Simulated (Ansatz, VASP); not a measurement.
# One calculation of P, two programs

Contents of run.py:

```python
from ase.calculators.vasp import Vasp
from ase.dft.bandgap import bandgap
from ase.io import read

atoms = read('P.cif', primitive_cell=True, subtrans_included=False)
calc = Vasp(
    directory='calc',
    xc='rpbe',
    pp='PBE',
    setups='minimal',
    prec='Accurate',
    encut=500,
    ediff=1e-07,
    ismear=0,
    sigma=0.1,
    lreal=False,
    lasph=True,
    nelm=80,
    algo='Normal',
    isif=2,
    lwave=False,
    lcharg=False,
    kpts=[11, 11, 11],
    gamma=True,
)
atoms.calc = calc

print('energy (eV):', atoms.get_potential_energy())
print('free energy (eV):', atoms.get_potential_energy(force_consistent=True))
print('forces (eV/A):')
print(atoms.get_forces())
print('stress (eV/A^3, Voigt):', atoms.get_stress())
print('Fermi level (eV):', calc.get_fermi_level())
gap, top, bottom = bandgap(calc)
print('band gap (eV):', gap, 'from (spin, k, band)', top, 'to', bottom)
```

P.cif

```cif
data_P
_cell_length_a 3.38302009
_cell_length_b 5.03033007
_cell_length_c 3.71788827
_cell_angle_alpha 90.00000000
_cell_angle_beta 90.00000000
_cell_angle_gamma 90.00000000
_space_group_name_H-M_alt 'Imma'
_space_group_name_Hall '-I 2b 2'
_space_group_IT_number 74
loop_
_space_group_symop_operation_xyz
'x,y,z'
'-x,-y,-z'
'-x,-y+1/2,z'
'x,y+1/2,-z'
'x,-y,-z'
'-x,y,z'
'-x,y+1/2,-z'
'x,-y+1/2,z'
'x+1/2,y+1/2,z+1/2'
'-x+1/2,-y+1/2,-z+1/2'
'-x+1/2,-y,z+1/2'
'x+1/2,y,-z+1/2'
'x+1/2,-y+1/2,-z+1/2'
'-x+1/2,y+1/2,z+1/2'
'-x+1/2,y,-z+1/2'
'x+1/2,-y,z+1/2'
loop_
_atom_site_label
_atom_site_type_symbol
_atom_site_symmetry_multiplicity
_atom_site_Wyckoff_symbol
_atom_site_fract_x
_atom_site_fract_y
_atom_site_fract_z
_atom_site_occupancy
P1 P 4 e 0.0000000000 0.2500000000 0.9466908900 1
```

File input.yaml:

```yaml
crystal:
  lattice:
    - [-1.691510045, 2.515165035, 1.858944135]
    - [1.691510045, -2.515165035, 1.858944135]
    - [1.691510045, 2.515165035, -1.858944135]
  atoms:
    - { symbol: P, position: [0.19669089, 0.94669089, 0.25] }
    - { symbol: P, position: [0.80330911, 0.05330911, 0.75] }
hamiltonian:
  xc: rpbe
  pseudopotentials: { kind: paw }
kpoints:
  mp_grid: { grid: [11, 11, 11] }
scf:
  occupations: { method: gaussian, width: 0.1 }
output:
  forces: true
  stress: true
  eigenvalues: true
```

This isn't the form of P at room conditions, which is orthorhombic.

Alike in both runs: task single point; functional RPBE; k mesh 11 × 11 × 11; occupations gaussian, width 0.1 eV; no spin polarisation.

|  | VASP | Ansatz |
| --- | --- | --- |
| version | VASP 6.6.1 | Ansatz 0.2.0 |
| potentials or method | VASP PAW PBE potentials, release 64 (P) | Ansatz PAW |
| plane-wave cutoff (eV) | 500 | 420 |
| valence electrons in the cell | 10 | 10 |

```tsv
	VASP	Ansatz	Ansatz less VASP
gap on the k mesh at the Fermi level (eV)	none	none	-
pressure (GPa)	3.8	4.4	+0.61
largest component of the traceless stress (GPa)	0.99	1.18	+0.191
rms of the force components (eV/Å)	0.196	0.236	+0.0399
```

Atom by atom the forces differ by 0.040 eV/Å (rms over components). A gap of «none» marks a metal or a gap that the smearing closes.

Caveats: the PAW data sets were made with another functional, which shifts forces and pressure a little (VASP); the PAW data sets come from PBE, with cores solved anew for the run's functional, which leaves a small shift of forces and pressure (Ansatz).
